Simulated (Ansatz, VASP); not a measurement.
## AgCl: VASP beside Ansatz

The input INCAR:

```
PREC = Accurate
ENCUT = 520
EDIFF = 1E-6
ISMEAR = 0
SIGMA = 0.05
LREAL = False
LASPH = True
NELM = 100
ALGO = Normal
ISIF = 2
LWAVE = False
LCHARG = False
GGA = PE
NBANDS = 16
```

The input KPOINTS:

```
regular mesh
0
Gamma
  8 8 8
```

POSCAR

```
AgCl
1.0
    0.0000000000      2.8060228508      2.8060228508
    2.8060228508      0.0000000000      2.8060228508
    2.8060228508      2.8060228508      0.0000000000
Ag Cl
1 1
Direct
    0.5000000000      0.5000000000      0.5000000000
    0.0000000000      0.0000000000      0.0000000000
```

Input for Ansatz:

```yaml
crystal:
  lattice:
    - [0.0, 2.8060228508, 2.8060228508]
    - [2.8060228508, 0.0, 2.8060228508]
    - [2.8060228508, 2.8060228508, 0.0]
  atoms:
    - { symbol: Ag, position: [0.5, 0.5, 0.5] }
    - { symbol: Cl, position: [0.0, 0.0, 0.0] }
basis:
  ecutwfc: 420
kpoints:
  mp_grid: { grid: [8, 8, 8] }
hamiltonian:
  xc: pbe
scf:
  occupations: { method: gaussian, width: 0.05 }
output:
  forces: true
  stress: true
  eigenvalues: true
  write_density: true
  write_potential: true
  elf: true
  volumetric_format: npy
```

Alike in both runs: task single point; functional PBE; k mesh 8 × 8 × 8; occupations gaussian, width 0.05 eV; no spin polarisation.

|  | VASP | Ansatz |
| --- | --- | --- |
| version | VASP 6.6.1 | Ansatz 0.2.0 |
| potentials or method | VASP PAW PBE potentials, release 64 (Ag, Cl) | scalar-relativistic, plane waves, PAW |
| plane-wave cutoff (eV) | 520 | 420 |
| valence electrons in the cell | 18 | 26 |

Ansatz gave:

- gap on the k mesh at the Fermi level (eV): 0.92
- least direct gap on the mesh (eV): 3.08
- pressure (GPa): 0.0

Question: What did VASP give for the same quantities?

Answer: gap on the k mesh at the Fermi level (eV): 0.92; least direct gap on the mesh (eV): 3.08; pressure (GPa): -0.1.

The two sets of potentials don't hold the same shells in valence.

A k mesh can miss the band edges.
